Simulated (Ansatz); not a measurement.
A crystal relaxed with r2SCAN+rVV10 in Ansatz 0.2.0 has space group P6_3/mmc (No. 194) and a = 3.580 Å, c = 15.563 Å.

| atom | site | x | y | z |
| --- | --- | --- | --- | --- |
| Ga | 4f | 0.3333 | 0.6667 | 0.1717 |
| Xx | 4f | 0.3333 | 0.6667 | 0.6029 |

The r2SCAN gap is indirect, 1.91 eV (Γ to M), below the direct gap of 2.27 eV at Γ. The HSE06 gap is indirect, 2.33 eV (Γ to M), below the direct gap of 2.76 eV at Γ. Meshes: r2SCAN 12×12×2, HSE06 6×6×2. r2SCAN's ε∞ is 6.4 along x and y, 4.8 along z.

Q: Which element is Xx?
A. O
B. S
C. Te
D. Se

A: B. Xx is S: GaS (started from an entry of an open crystallographic database). Ga is surrounded by 3 S at 2.33 Å and 1 Ga at 2.44 Å; S is surrounded by 3 Ga at 2.33 Å.

No spin polarisation and no zero-point or thermal motion.

The meshes of the hybrids are coarse, so their gaps aren't converged to the digits shown.
